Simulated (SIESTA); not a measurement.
# Cu under changes of volume

One of the cells (11.810 Å³/atom); the others are scaled copies at fixed shape and fractional positions:

```
Cu
1.0
     0.00000    1.80750    1.80750
     1.80750    0.00000    1.80750
     1.80750    1.80750    0.00000
Cu
1
Direct
  0.00000 0.00000 0.00000
```

| Property | Result |
| --- | --- |
| Program | SIESTA 5.4.2 |
| Functional | PBE |
| Potentials or basis | PseudoDojo 0.4 standard (PBE files) |
| Basis | SZ (energy shift 0.002 Ry) |
| Grid cutoff | 800 Ry |
| Energy shift | 0.002 Ry |
| k mesh | 13 × 13 × 13 |
| Occupations | fermi-dirac, width 0.05 eV |
| Spin | no spin polarisation |

```csv
volume (Å³/atom),energy over the lowest point (meV/atom),pressure (GPa)
11.102,388.52,60.1
11.338,304.39,54.1
11.574,228.78,48.5
11.810,?,?
12.047,101.44,38.6
12.283,47.67,34.5
12.519,0.00,30.5
```

Problem. What does the run at 11.810 Å³/atom give?

Solution. Energy over the lowest point 161.43 meV/atom; pressure 43.0 GPa.

Worked out: A Birch-Murnaghan fit of order 3 (a polynomial in V^(-2/3)) to the other rows has no minimum within the range. It gives 161.64 meV/atom at 11.810 Å³/atom, against the run's 161.43, and -dE/dV = 43.1 GPa, against 43.0.

Energies are extrapolated to zero smearing.

Caveats: the basis has no polarisation orbitals; short orbitals over semicore shells can move pressures by several GPa; the basis of atomic orbitals isn't converged, which shifts pressures, moduli and gaps; the cell as given lies far from equilibrium (some runs).
